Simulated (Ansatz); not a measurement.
## ZrN: how much do the potentials matter?

ZrN in the rock-salt structure, in a typed cell, not relaxed.

```
Zr N
1.0
     0.00000    2.30000    2.30000
     2.30000    0.00000    2.30000
     2.30000    2.30000    0.00000
Zr N
1 1
Direct
  0.00000 0.00000 0.00000
  0.50000 0.50000 0.50000
```

Computed with Ansatz (plane-wave DFT, scalar-relativistic): PBE; k mesh 8×8×8; Fermi–Dirac smearing of 0.1 eV; no spin. Harmonic phonons by finite displacements in cells commensurate with each q, frequencies in cm⁻¹, imaginary ones marked i; at Γ the three translations are left out and no LO–TO term is added.

Caveats: coarse k mesh.

The reference is the run on all-electron PAW datasets (no frozen core) at 360 eV and 12.17 Å³ an atom: top Γ mode (cm⁻¹) 469; lowest mode at X = [0.5, 0, 0.5] (cm⁻¹) 194; top mode at X = [0.5, 0, 0.5] (cm⁻¹) 472.

**Question.** The same calculation was made on Ansatz generated PAW, Ansatz hand-made PAW, JTH PAW, PseudoDojo norm-conserving, Ansatz norm-conserving. How far do the results move?

**Answer.** 
```
                potentials  cutoff (eV)  top Γ mode (cm⁻¹)  lowest mode at X = [0.5, 0, 0.5] (cm⁻¹)  top mode at X = [0.5, 0, 0.5] (cm⁻¹)
      Ansatz generated PAW          420                468                                      194                                   471
      Ansatz hand-made PAW          870                469                                      194                                   472
                   JTH PAW         1320                468                                      194                                   471
PseudoDojo norm-conserving         1143                470                                      194                                   473
    Ansatz norm-conserving         1240                469                                      194                                   472
```

The largest move among the frequencies in the table is 1.1 cm⁻¹, in the top mode at X = [0.5, 0, 0.5] on PseudoDojo norm-conserving.
